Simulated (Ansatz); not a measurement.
C5H12, SMILES `CCC(C)C`, 17 atoms. The species carries charge 0 and has multiplicity 1. Hardware: A = 2 threads of an AMD EPYC 7R13 on a shared host; B = 2 threads of an AMD EPYC 7R13 on a shared host and a share of an NVIDIA H100 80 GB. Correlated methods freeze the cores. Open-shell runs search over several starts.

Give the basis size and wall time and peak host memory of each of these runs in Ansatz. UHF-MP2/def2-QZVPP energy of the cation [B]; RKS ωB97M-V/def2-SVP energy [A]; RKS B2PLYP (frozen core)/def2-TZVPP energy [B]; RKS PBE0-D4/def2-SVP energy [A]; UKS ωB97M-V/def2-TZVPP energy of the cation [B]; UKS r2SCAN-D4/def2-TZVPP energy of the cation [B]; RKS B97M-V/def2-TZVPP energy [B]; RKS HSE06 (plane-wave form)-D4/def2-TZVPP energy [B]; UHF-CCSD(T)/def2-TZVPP energy of the cation [B]; RHF-CCSD(T)/def2-SVP energy [B]; UKS ωB97X-V/def2-TZVPP energy of the cation [B]; UKS B2PLYP (frozen core)/def2-TZVPP energy of the cation [B]. (Best estimate.)

The calculation gave: Other jobs shared the machine, so times are rough.

| level | job | functions | wall time | peak host memory (GiB) |
| --- | --- | --- | --- | --- |
| RKS PBE0-D4/def2-SVP | energy [A] | 130 | 2.5 s | 0.64 |
| RKS ωB97M-V/def2-SVP | energy [A] | 130 | 8.5 s | 0.64 |
| RKS B97M-V/def2-TZVPP | energy [B] | 323 | 17 s | 0.88 |
| RKS B2PLYP (frozen core)/def2-TZVPP | energy [B] | 323 | 18 s | 1.4 |
| RKS HSE06 (plane-wave form)-D4/def2-TZVPP | energy [B] | 323 | 19 s | 0.92 |
| UKS B2PLYP (frozen core)/def2-TZVPP | energy of the cation [B] | 323 | 19 s | 1.5 |
| UKS ωB97M-V/def2-TZVPP | energy of the cation [B] | 323 | 22 s | 1.1 |
| UKS ωB97X-V/def2-TZVPP | energy of the cation [B] | 323 | 22 s | 1 |
| RHF-CCSD(T)/def2-SVP | energy [B] | 130 | 23 s | 0.74 |
| UKS r2SCAN-D4/def2-TZVPP | energy of the cation [B] | 323 | 24 s | 0.96 |
| UHF-MP2/def2-QZVPP | energy of the cation [B] | 645 | 35 s | 1.4 |
| UHF-CCSD(T)/def2-TZVPP | energy of the cation [B] | 323 | 37 s | 0.85 |
